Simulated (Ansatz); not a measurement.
Zn:

```xyz
2
Lattice="2.6700 0.0000 0.0000 -1.3350 2.3123 0.0000 0.0000 0.0000 4.9660" Properties=species:S:1:pos:R:3 pbc="T T T"
Zn    1.3350    0.7708    3.7245
Zn    0.0000    1.5415    1.2415
```

| Property | Result |
| --- | --- |
| Program | Ansatz 0.2.0 |
| Task | relaxation of cell and atoms |
| Functional | HF |
| Potentials or basis | Ansatz PAW |
| Cutoff | 420 eV (not typed: the program's choice for these potentials) |
| k mesh | 6 × 6 × 3 |
| Occupations | fermi-dirac, width 0.05 eV |
| Spin | no spin polarisation |

At the start: volume 15.33 Å³/atom.

**Question.** How do energy, volume and symmetry change on relaxing?

**Answer.** It ends after 8 steps and the volume is 18.30 Å³/atom (+19.4 %); space group P6_3/mmc (No. 194, to 0.05 Å).

Step by step:
```
step  energy change (eV)  largest force (eV/Å)  volume (Å³)
   1              0.0000                0.0000        30.66
   2             -0.1533                0.0000        33.22
   3             -0.2009                0.0000        35.58
   4             -0.2036                0.0000        36.74
   5             -0.2037                0.0000        36.72
   6             -0.2181                0.0000        36.72
   7             -0.2185                0.0000        36.61
   8             -0.2181                0.0000        36.61
```

Final structure:
```yaml
crystal:
  lattice:
    - [2.78408, 0.00000, 0.00000]
    - [-1.39204, 2.41109, 0.00000]
    - [0.00000, 0.00000, 5.45327]
  atoms:
    - { symbol: Zn, position: [0.66667, 0.33333, 0.75000] }
    - { symbol: Zn, position: [0.33333, 0.66667, 0.25000] }
```

Caveat: the k mesh is coarse (spacing up to 0.45 Å⁻¹), so the values aren't converged, least of all with exact exchange; the volume moved by over 15 % at a fixed basis, so the end points are rough; the plane-wave basis is chosen anew once the cell has moved, so the energies of steps on either side of that aren't comparable; the pressure holds a Pulay correction of +0.4 GPa for the finite cutoff; the volume moved by +19 % from the deposited cell, more than functionals usually miss; the PAW data sets come from PBE, with cores solved anew for the run's functional, which leaves a small shift of forces and pressure.
